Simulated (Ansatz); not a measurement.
**CoSi (Pm-3m) under compression and expansion**

```xyz
2
Lattice="2.7813 0.0000 0.0000 0.0000 2.7813 0.0000 0.0000 0.0000 2.7813" Properties=species:S:1:pos:R:3 pbc="T T T"
Co    0.0000    0.0000    0.0000
Si    1.3907    1.3907    1.3907
```

The reference geometry is a structure from the Materials Project; nothing is relaxed.

Settings: PBE, 14×14×14 k mesh, Fermi–Dirac smearing of 0.03 eV. PAW means Ansatz 0.2.0 on its default frozen-core files; LAPW is all-electron LAPW in Ansatz 0.2.0. Site moments are integrated in spheres about the atoms, whose radii differ between the methods. Start moments of the first PAW run (μB): Co1 2.

The cell shown is scaled evenly to other volumes, and every spin-polarised run starts from the same moments.

| V/V₀ | Å³/atom | M PAW (μB/cell) | M LAPW (μB/cell) | largest site moment, PAW (μB) | P PAW (GPa) | P LAPW (GPa) | F − F(unpolarised), PAW (meV/atom) |
| --- | --- | --- | --- | --- | --- | --- | --- |
| 0.72 | 7.75 | 0.00 | 0.00 | 0.00 | 148.3 | 148.3 | 0 |
| 0.8 | 8.61 | 0.08 | 0.14 | 0.08 | 78.4 | 78.5 | 0 |
| 0.85 | 9.14 | 0.21 | – | 0.21 | ? | – | 0 |
| 0.9 | 9.68 | 0.44 | 0.48 | 0.44 | 28.6 | 28.8 | -3 |
| 0.95 | 10.22 | 0.56 | 0.57 | 0.55 | 12.9 | 13.0 | -6 |
| 1 | 10.76 | 0.62 | 0.64 | 0.62 | 0.8 | 0.9 | ? |
| 1.05 | 11.30 | 0.71 | – | 0.71 | -8.1 | – | -16 |
| 1.1 | 11.83 | 0.76 | 0.77 | 0.78 | -14.5 | -14.4 | -23 |
| 1.18 | 12.69 | 0.81 | – | 0.84 | ? | – | -34 |

Q: What belongs in the row "0.85", column "P PAW (GPa)"?

A: 49.7.

Q: Give the missing entry: row "1.18", column "P PAW (GPa)".

A: -22.3.

Q: Fill in "F − F(unpolarised), PAW (meV/atom)" for the row "1".

A: -11.

The moments are gone at V/V₀ = 0.72 (148 GPa), and present from 0.8 (78 GPa) upwards, where the largest is 0.08 μB at first.

Q: How fast does the largest site moment change with volume about V₀?

A: d ln m/d ln V ≈ ln(0.709/0.548)/ln(1.05/0.95) = 2.58. A value over one marks an itinerant moment that hangs on the bandwidth.

Q: Fit a third-order Birch–Murnaghan equation to the PAW pressures of the magnetic runs between 0.85 and 1.11 V₀. What are the zero-pressure volume and bulk modulus, and what do the unpolarised runs give?

A: V = 10.81 Å³/atom (1.005 V₀), B = 200 GPa, B′ = 4.7, with a worst miss of 0.15 GPa. The unpolarised pressures, 49.5, 27.8, 11.5, -0.4, -10.0, -16.7 GPa at V/V₀ = 0.85, 0.9, 0.95, 1, 1.05, 1.1, give 10.73 Å³/atom and 214 GPa, so the moments change the volume by +0.8 %. Cell shape and inner coordinates are held, so these aren't the relaxed crystal's values unless symmetry fixes them.

 The Ansatz runs typed with the search for lower states off end where their start leads. A run ended with its magnetisation residual over the threshold. The magnetic state is the one that this cell and start allow. It needn't be the compound's measured order, which may need a larger cell or be absent.
